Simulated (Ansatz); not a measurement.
Se, DFT, LDA, PAW with Ansatz's default frozen-core files, scalar-relativistic (Ansatz 0.2.0), run on 1 thread of Arm Neoverse V2 on a shared host.

The cell is COD entry 9008579, as deposited and not checked against the literature; nothing was relaxed. The listed cell was then made from it by scaling, straining or moving an atom.

Command: `ansatz run input.yaml --threads 1 --pin off --max-ram 6144MiB --backend cpu --events-out ev --progress --plain --runs-dir out`

```yaml
crystal:
  lattice:
    - [4.3840127015, 0.0, 0.0]
    - [-2.1920063507, 3.79666637, 0.0]
    - [0.0, 0.0, 4.9822287698]
  atoms:
    - { symbol: Se, position: [0.217, 0.0, 0.1666666667] }
    - { symbol: Se, position: [0.0, 0.217, 0.8333333333] }
    - { symbol: Se, position: [0.783, 0.783, 0.5] }
kpoints:
  mp_grid: { grid: [8, 8, 6] }
scf:
  occupations: { method: fermi_dirac, width: 0.03 }
hamiltonian:
  xc: lda
  pseudopotentials: { kind: paw }
output:
  forces: true
  stress: true
  eigenvalues: true
  efg: { contact_densities: true }
```

Task: How large is the problem that the program sets up?

Result: 50 irreducible k-points, 1619 plane waves at Γ, 29 bands.

Task: About how long does it take, and how much memory does it use?

Result: 10 s of wall time for 6 SCF iterations, with a peak of 0.35 GiB. Times on shared machines scatter by tens of per cent.

Task: And the same cell and mesh by all-electron PAW (datasets made for this crystal), asked for forces, stress, eigenvalues, efg, on the same hardware?

Result: 15 s, peak memory 0.47 GiB.
